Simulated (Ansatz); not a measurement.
Crystal: BaTiO3.

```xyz
10
Lattice="2.8277 -4.8977 0.0000 5.6553 0.0000 0.0000 2.8277 -1.6326 4.6355" Properties=species:S:1:pos:R:3 pbc="T T T"
Ba   10.8219   -6.0849    4.5142
Ba    6.3212   -3.3977    1.6175
Ti    8.6164   -5.4670    3.6268
Ti    2.7140   -1.6689    1.6036
O     5.6050   -2.0669    4.3690
O     2.8624   -3.1692    1.6723
O     4.0835   -3.1010    0.0907
O     4.2978   -5.1345    2.6004
O     7.1689   -2.5577    0.2453
O     6.8900   -4.9010    2.5414
```

Base run:

```yaml
Program: Ansatz 0.2.0
Functional: PBE
Potentials_or_basis: Ansatz PAW
Cutoff: 600 eV
Density_cutoff: 2400 eV
k_mesh: 6 × 6 × 6
Occupations: fermi-dirac, width 0.05 eV
Spin: no spin polarisation
```

Its results: band gap on the k mesh 0.37 eV, indirect (least direct gap 0.44 eV); pressure 64.7 GPa; largest force 20.276 eV/Å.

Q: The run is repeated on the same cell with these changes: functional from PBE to r2SCAN; cutoff from 600 eV to 500 eV (not typed: the program's choice for these potentials); hubbard terms from none to Ti d U = 5 eV; hubbard projectors from none to ortho-atomic (the default). What comes out?

A: Band gap on the k mesh 1.04 eV, indirect (least direct gap 1.11 eV); pressure 65.8 GPa; largest force 21.305 eV/Å.

Several settings changed at once, so the effect can't be laid on one alone.

Caveats: a pressure of tens of GPa on the cell as given is suspect, and the run, the potentials or the cell itself is likely at fault; spin-orbit coupling is left out, which moves the levels of the heavy elements; forces of over 1 eV/Å show positions far from the minimum, so gaps and moduli don't describe the material at rest; the PAW data sets come from PBE, with cores solved anew for the run's functional, which leaves a small shift of forces and pressure (some runs).

A k mesh can miss the band edges.
